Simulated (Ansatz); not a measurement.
# NaF: shifting one sublattice

The task, for NaF: measure how stiffly every F atom is held.

Method: DFT PBEsol, scalar-relativistic, plane waves, PAW, in Ansatz 0.2.0.

### 1 The system as given

It takes space group Fm-3m (No. 225, cubic). The conventional cell has a = 4.647 Å, b = 4.647 Å, c = 4.647 Å, α = 90.00°, β = 90.00°, γ = 90.00°. Around Na (site symmetry m-3m) lie 6 F at 2.32 Å. F (site symmetry m-3m) is surrounded by 6 Na at 2.32 Å.

Coordinates:

```
Na F
1.0
     0.00000    2.32330    2.32330
     2.32330    0.00000    2.32330
     2.32330    2.32330    0.00000
Na F
1 1
Direct
  0.00000 0.00000 0.00000
  0.50000 0.50000 0.50000
```

The cell is taken as given, not relaxed at this level.

### 2 The reference cell

The reference gives a free energy of -2278.9218 eV, pressure -0.54 GPa, largest force 0.000 eV/Å and gap on the mesh 6.14 eV. It was computed beforehand with the settings of the runs below.

### 3 The scan: shifting one sublattice

Every F atom is moved by x along the Cartesian unit vector (0.000, 0.000, 1.000); the cell and all other atoms stay fixed. Forces below are components along that vector, summed over the moved atoms.

### 4 At x = -0.200 Å

Contents of input.yaml:

```yaml
crystal:
  lattice:
    - [0.0, 2.3233, 2.3233]
    - [2.3233, 0.0, 2.3233]
    - [2.3233, 2.3233, 0.0]
  atoms:
    - { symbol: Na, position: [0.0, 0.0, 0.0] }
    - { symbol: F, position: [0.4569577756, 0.4569577756, 0.5430422244] }
basis:
  ecutwfc: 420
kpoints:
  mp_grid: { grid: [8, 8, 8] }
hamiltonian:
  xc: pbesol
scf:
  occupations: { method: gaussian, width: 0.05 }
output:
  forces: true
  stress: true
  eigenvalues: true
```

Command:

```sh
> ansatz run input.yaml --threads 1 --pin off --max-ram 2560MiB --backend cpu --events-out ev --progress --plain --runs-dir out
```

### 5 Point x = 0.150 Å

input.yaml, as its differences from that of step 4:

```diff
@@ -7,3 +7,3 @@
     - { symbol: Na, position: [0.0, 0.0, 0.0] }
-    - { symbol: F, position: [0.4569577756, 0.4569577756, 0.5430422244] }
+    - { symbol: F, position: [0.5322816683, 0.5322816683, 0.4677183317] }
 basis:
@@ -20 +20,5 @@
   eigenvalues: true
+  write_density: true
+  write_potential: true
+  elf: true
+  volumetric_format: npy
```

### 6 x = -0.100 Å

input.yaml, as its differences from that of step 5:

```diff
@@ -7,3 +7,3 @@
     - { symbol: Na, position: [0.0, 0.0, 0.0] }
-    - { symbol: F, position: [0.5322816683, 0.5322816683, 0.4677183317] }
+    - { symbol: F, position: [0.4784788878, 0.4784788878, 0.5215211122] }
 basis:
@@ -20,5 +20 @@
   eigenvalues: true
-  write_density: true
-  write_potential: true
-  elf: true
-  volumetric_format: npy
```

### 7 x = 0.050 Å

input.yaml, as its differences from that of step 6:

```diff
@@ -7,3 +7,3 @@
     - { symbol: Na, position: [0.0, 0.0, 0.0] }
-    - { symbol: F, position: [0.4784788878, 0.4784788878, 0.5215211122] }
+    - { symbol: F, position: [0.5107605561, 0.5107605561, 0.4892394439] }
 basis:
```

### 8 Point x = 0.175 Å

input.yaml, as its differences from that of step 7:

```diff
@@ -7,3 +7,3 @@
     - { symbol: Na, position: [0.0, 0.0, 0.0] }
-    - { symbol: F, position: [0.5107605561, 0.5107605561, 0.4892394439] }
+    - { symbol: F, position: [0.5376619464, 0.5376619464, 0.4623380536] }
 basis:
```

### 9 x = 0.125 Å

input.yaml, as its differences from that of step 8:

```diff
@@ -7,3 +7,3 @@
     - { symbol: Na, position: [0.0, 0.0, 0.0] }
-    - { symbol: F, position: [0.5376619464, 0.5376619464, 0.4623380536] }
+    - { symbol: F, position: [0.5269013903, 0.5269013903, 0.4730986097] }
 basis:
```

### 10 At x = 0.075 Å

input.yaml, as its differences from that of step 9:

```diff
@@ -7,3 +7,3 @@
     - { symbol: Na, position: [0.0, 0.0, 0.0] }
-    - { symbol: F, position: [0.5269013903, 0.5269013903, 0.4730986097] }
+    - { symbol: F, position: [0.5161408342, 0.5161408342, 0.4838591658] }
 basis:
```

### 11 At x = 0.025 Å

input.yaml, as its differences from that of step 10:

```diff
@@ -7,3 +7,3 @@
     - { symbol: Na, position: [0.0, 0.0, 0.0] }
-    - { symbol: F, position: [0.5161408342, 0.5161408342, 0.4838591658] }
+    - { symbol: F, position: [0.5053802781, 0.5053802781, 0.4946197219] }
 basis:
```

(Steps that only read results are left out.)

**Question.** What will these runs give?

**Answer**, as computed:

| quantity | value |
| --- | --- |
| force constant along x, from the points at -0.100, 0 and 0.025 Å | 2.11 eV/Å² |

What this shows: The restoring force grows by 2.11 eV/Å per Å near the site. The undisturbed cell stays the lowest of the sampled points. The gap on the mesh stays between 6.14 and 6.15 eV.
